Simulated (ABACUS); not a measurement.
## BaS under changes of volume

One of the cells (32.576 Å³/atom); the others are scaled copies at fixed shape and fractional positions:

```
CELL_PARAMETERS angstrom
0.00000 3.19375 3.19375
3.19375 0.00000 3.19375
3.19375 3.19375 0.00000
ATOMIC_POSITIONS crystal
Ba 0.00000 0.00000 0.00000
S 0.50000 0.50000 0.50000
```

* Program: ABACUS 3.10.1
* Functional: PBE
* Potentials or basis: PseudoDojo NC SR 0.4.1 PBE standard
* Cutoff: 1361 eV
* Density cutoff: 5442 eV
* Basis: DZP LCAO (the cutoffs set its grid)
* k mesh: 7 × 7 × 7
* Occupations: fermi-dirac, width 0.05 eV
* Spin: no spin polarisation

| volume (Å³/atom) | energy over the lowest point (meV/atom) | pressure (GPa) | gap on the mesh (eV) |
| --- | --- | --- | --- |
| 30.622 | ? | ? | ? |
| 31.273 | 34.96 | 4.4 | 2.02 |
| 31.925 | 19.70 | 3.2 | 2.06 |
| 32.576 | 9.08 | 2.1 | 2.10 |
| 33.228 | 2.65 | 1.1 | 2.13 |
| 33.879 | 0.00 | 0.2 | 2.16 |
| 34.531 | 0.76 | -0.6 | 2.19 |

Task: What does the run at 30.622 Å³/atom give?

Result: Energy over the lowest point 55.39 meV/atom; pressure 5.7 GPa; gap on the mesh 1.98 eV.

Worked out: A Birch-Murnaghan fit of order 3 (a polynomial in V^(-2/3)) to the other rows has its minimum at 34.05 Å³/atom with B0 = V·E''(V) = 43 GPa and B' = 4.3. It gives 55.34 meV/atom at 30.622 Å³/atom, against the run's 55.39, and -dE/dV = 5.7 GPa, against 5.7. A straight line through the other rows of the gap, of slope 1.7 eV per unit of ln V, extrapolates to 1.99 eV, against the run's 1.98.

Energies are extrapolated to zero smearing.

Caveats: the atomic orbitals were generated for these runs and aren't a published set; this release of the barium file is off; spin-orbit coupling is left out, which moves the levels of the heavy elements; an odd mesh through Γ misses points on the zone boundary, where band edges often lie; the basis of atomic orbitals isn't converged, which shifts pressures, moduli and gaps.
